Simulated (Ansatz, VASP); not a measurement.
**Two plane-wave programs on W**

File POSCAR:

```
W
1.0
   -1.6152915286      1.6152915286      1.6152915286
    1.6152915286     -1.6152915286      1.6152915286
    1.6152915286      1.6152915286     -1.6152915286
W
1
Direct
    0.0000000000      0.0000000000      0.0000000000
```

File INCAR.step1:

```
PREC = Accurate ; ENCUT = 520
ISMEAR = 0 ; SIGMA = 0.1
LREAL = False ; LASPH = True
NELM = 80 ; NBANDS = 13
GGA = PE ; ALGO = Normal
EDIFF = 1E-4 ; LWAVE = True
LCHARG = False
```

INCAR.step2

```
PREC = Accurate ; ENCUT = 520
EDIFF = 1E-6 ; ISMEAR = 0
SIGMA = 0.1 ; LREAL = False
LASPH = True ; NELM = 80
ALGO = Normal ; ISIF = 2
LWAVE = False ; LCHARG = False
METAGGA = R2SCAN ; LMIXTAU = True
NBANDS = 13 ; ISTART = 1
```

Contents of KPOINTS:

```
regular mesh
0
Gamma
  18 18 18
```

Input for Ansatz:

```yaml
crystal:
  lattice:
    - [-1.6152915286, 1.6152915286, 1.6152915286]
    - [1.6152915286, -1.6152915286, 1.6152915286]
    - [1.6152915286, 1.6152915286, -1.6152915286]
  atoms:
    - { symbol: W, position: [0.0, 0.0, 0.0] }
basis:
  ecutwfc: 500
kpoints:
  mp_grid: { grid: [18, 18, 18] }
hamiltonian:
  xc: r2scan
scf:
  occupations: { method: gaussian, width: 0.1 }
output:
  forces: true
  stress: true
  eigenvalues: true
```

Alike in both runs: task single point; functional r2SCAN; k mesh 18 × 18 × 18; occupations gaussian, width 0.1 eV; no spin polarisation.

|  | VASP | Ansatz |
| --- | --- | --- |
| version | VASP 6.6.1 | Ansatz 0.2.0 |
| potentials or method | VASP PAW PBE potentials, release 64 (W_sv) | scalar-relativistic, plane waves, PAW |
| plane-wave cutoff (eV) | 520 | 500 |
| valence electrons in the cell | 14 | 14 |

```csv
,VASP,Ansatz,Ansatz less VASP
gap on the k mesh at the Fermi level (eV),none,none,-
pressure (GPa),-15.4,-16.3,-0.97
```

A gap of «none» marks a metal or a gap that the smearing closes. The functional is the same, so the differences come from potentials, cutoffs and numerics.

Caveats: so large a pressure means that the cell lies far from this level's equilibrium, or that cutoff or potentials fall short (VASP); the potentials were made for another functional, which shifts forces and pressure (VASP). The runs have no spin-orbit coupling, so splittings on W are missing.
